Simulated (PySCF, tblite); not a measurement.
Species: acetate ion, C2H3O2 (charge -1).
Numbering: `[CH3:1][C:2](=[O:3])[O-:4]` (hydrogens: H5, H6, H7 on C1)
Bond orders are those of one Lewis drawing.

Computed with GFN2-xTB (tblite), gas phase: Langevin dynamics at 300 K from the optimised GFN2-xTB geometry, time step 0.5 fs, friction 0.01 fs⁻¹, 2000 steps. Over the second half of the run the saved frames average 268 K.

Frame at 250 fs, instantaneous temperature 403 K:
```
atom  x, y, z in Å
C1     -1.332   -0.201    0.543
C2      0.255   -0.322    0.315
O3      0.999    0.609    0.695
O4      0.646   -1.341   -0.294
H5     -1.557    0.758    1.019
H6     -1.547   -1.024    1.243
H7     -1.825   -0.334   -0.433
```

Frame at 425 fs, instantaneous temperature 308 K:
```
atom  x, y, z in Å
C1     -1.297    0.056   -0.098
C2     -0.244   -0.899    0.546
O3     -0.108   -0.942    1.799
O4      0.406   -1.518   -0.312
H5     -1.145    1.123    0.165
H6     -2.287   -0.214    0.249
H7     -1.176   -0.083   -1.155
```

Frame at 625 fs, instantaneous temperature 334 K:
```
atom  x, y, z in Å
C1     -1.457    0.532    0.063
C2     -0.343   -0.601    0.144
O3     -0.214   -1.073    1.292
O4      0.287   -0.976   -0.833
H5     -0.982    1.505   -0.220
H6     -1.920    0.567    1.026
H7     -2.232    0.331   -0.699
```

Frame at 800 fs, instantaneous temperature 176 K:
```
atom  x, y, z in Å
C1     -1.814    0.058    0.817
C2     -0.464   -0.681    0.456
O3      0.226   -0.892    1.436
O4     -0.298   -0.883   -0.783
H5     -1.909    1.010    0.267
H6     -1.855    0.139    1.891
H7     -2.756   -0.483    0.546
```

Frame at 1000 fs, instantaneous temperature 401 K:
```
atom  x, y, z in Å
C1     -1.966   -0.428    1.399
C2     -0.496   -0.719    0.901
O3      0.237   -1.506    1.555
O4     -0.247   -0.198   -0.216
H5     -2.413    0.477    0.878
H6     -2.169   -0.447    2.439
H7     -2.579   -1.256    1.025
```

**Question.** What do single points at PBE0/pcSseg-1 (PySCF, gas phase) give on these frames?

**Answer.** 
| t (fs) | GFN2-xTB E above start (eV) | DFT E above lowest frame (eV) | HOMO (eV) | LUMO (eV) |
| --- | --- | --- | --- | --- |
| 250 | 0.09 | 0.03 | -0.45 | 6.35 |
| 425 | 0.09 | 0.00 | -0.54 | 6.42 |
| 625 | 0.12 | 0.07 | -0.37 | 6.34 |
| 800 | 0.16 | 0.05 | -0.65 | 6.45 |
| 1000 | 0.18 | 0.06 | -0.58 | 6.32 |

The two levels order the frames alike by energy but for pairs within 0.08 eV at one level; measured from each level's lowest frame they differ by 0.04 eV at most. The HOMO–LUMO gap runs from 6.71 to 7.10 eV. These are instantaneous structures, not minima.

**Question.** And the isotropic GIAO shieldings (ppm) from the same runs?

**Answer.** 
| atom | 250 fs | 425 fs | 625 fs | 800 fs | 1000 fs | mean | range |
| --- | --- | --- | --- | --- | --- | --- | --- |
| C1 | 154.8 | 157.0 | 157.3 | 157.2 | 160.4 | 157.3 | 5.6 |
| C2 | 13.5 | 13.7 | 19.2 | 18.8 | 13.1 | 15.7 | 6.1 |
| O3 | -40.7 | 0.4 | -50.9 | -31.0 | -15.1 | -27.5 | 51.3 |
| O4 | -15.9 | -60.6 | 10.8 | 1.6 | -48.3 | -22.5 | 71.4 |
| H5 | 30.6 | 29.8 | 29.7 | 29.9 | 29.7 | 29.9 | 0.9 |
| H6 | 29.7 | 30.3 | 30.7 | 31.0 | 31.5 | 30.6 | 1.8 |
| H7 | 29.7 | 30.5 | 30.1 | 29.8 | 29.9 | 30.0 | 0.8 |

The cost below is that of the whole dynamics run. On an Arm Neoverse V2 with one thread (shared host), this took 3.2 s and 0.18 GiB of memory at its peak.
